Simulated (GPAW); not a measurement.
Crystal: TiTe.

```
Te Ti
1.0
     3.84200    0.00000    0.00000
    -1.92100    3.32727    0.00000
     0.00000    0.00000    6.40300
Te Ti
2 2
Cartesian
  1.9210 1.1091 4.8022
  0.0000 2.2182 1.6007
  0.0000 0.0000 3.2015
  0.0000 0.0000 0.0000
```

```yaml
Program: GPAW 26.7.0
Task: relaxation of cell and atoms
Functional: PBEsol
Potentials_or_basis: PAW data sets generated in the run's folder for this functional
Cutoff: 600 eV
Basis: pw
k_mesh: 6 × 6 × 3
Occupations: fermi-dirac, width 0.05 eV
Spin: no spin polarisation
```

At the start: pressure 2.8 GPa; volume 20.46 Å³/atom.

Question: Where does the relaxation end?

Answer: Over 9 steps the energy falls by 62.9 meV/atom and the volume is 20.27 Å³/atom (-0.9 %); space group P6_3/mmc (No. 194, to 0.05 Å).

The path:
```csv
step,energy change (eV),largest force (eV/Å),pressure (GPa),volume (Å³)
1,0.0000,0.0000,2.78,81.85
2,-0.0097,0.0000,2.32,82.16
3,-0.0576,0.0000,-1.39,84.95
4,-0.0630,0.0000,-1.90,85.33
5,-0.1026,0.0000,-4.26,86.90
6,-0.1345,0.0001,-5.50,87.34
7,-0.1851,0.0001,-4.45,85.80
8,-0.2498,0.0003,0.53,80.66
9,-0.2515,0.0002,-0.07,81.09
```

Final structure:
```yaml
crystal:
  lattice:
    - [3.60118, 0.00000, 0.00000]
    - [-1.80059, 3.11871, 0.00000]
    - [0.00000, 0.00000, 7.21988]
  atoms:
    - { symbol: Te, position: [0.66667, 0.33333, 0.75000] }
    - { symbol: Te, position: [0.33333, 0.66667, 0.25000] }
    - { symbol: Ti, position: [0.00000, 0.00000, 0.50000] }
    - { symbol: Ti, position: [0.00000, 0.00000, 0.00000] }
```

Caveat: later steps reuse the first step's grids.
